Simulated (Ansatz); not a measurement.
# ZrS2: the cost of one run

Method: DFT PBE+D3(BJ), scalar-relativistic, plane waves, PAW, in Ansatz 0.2.0.

That is the level of the relaxation; later steps name their own.

### 1 The structure to begin with

Symmetry: P-3m1, No. 164, trigonal system. Conventional cell: a = 3.696 Å, b = 3.696 Å, c = 6.026 Å, α = 90.00°, β = 90.00°, γ = 120.00°. Zr (site symmetry -3m) is surrounded by 6 S at 2.61 Å. S (site symmetry 3m) is surrounded by 3 Zr at 2.61 Å.

Coordinates:

```xyz
3
Lattice="3.6961 0.0000 0.0000 -1.8480 3.2009 0.0000 0.0000 0.0000 6.0258" Properties=species:S:1:pos:R:3 pbc="T T T"
Zr    0.0000    0.0000    0.0000
S     0.0000    2.1339    1.5065
S     1.8480    1.0670    4.5194
```

(A quick probe on a coarse mesh, which set the mesh and smearing, is not shown.)

### 3 A loose first relaxation

input.yaml reads:

```yaml
crystal:
  lattice:
    - [3.69605846, 0.0, 0.0]
    - [-1.84802923, 3.20088052, 0.0]
    - [0.0, 0.0, 6.02580147]
  atoms:
    - { symbol: Zr, position: [0.0, 0.0, 0.0] }
    - { symbol: S, position: [0.33333333, 0.66666667, 0.25] }
    - { symbol: S, position: [0.66666667, 0.33333333, 0.75] }
basis:
  ecutwfc: 420
kpoints:
  mp_grid: { grid: [6, 6, 4] }
hamiltonian:
  xc: pbe
  dispersion: d3bj
scf:
  occupations: { method: gaussian, width: 0.1 }
output:
  forces: true
  stress: true
  eigenvalues: true
relax:
  adjacent_minimum: "off"
  f_tol: 0.05
  max_steps: 80
  cell: { stress_tol: 0.5 }
```

Started as:

```bash
ansatz run input.yaml --threads 2 --pin off --max-ram 5120MiB --backend cpu --events-out ev --progress --plain --runs-dir out
```

Q: Estimate wall time and peak memory on 2 threads of Arm Neoverse V2, shared host.

About 6 s, with a peak of 0.35 GiB.
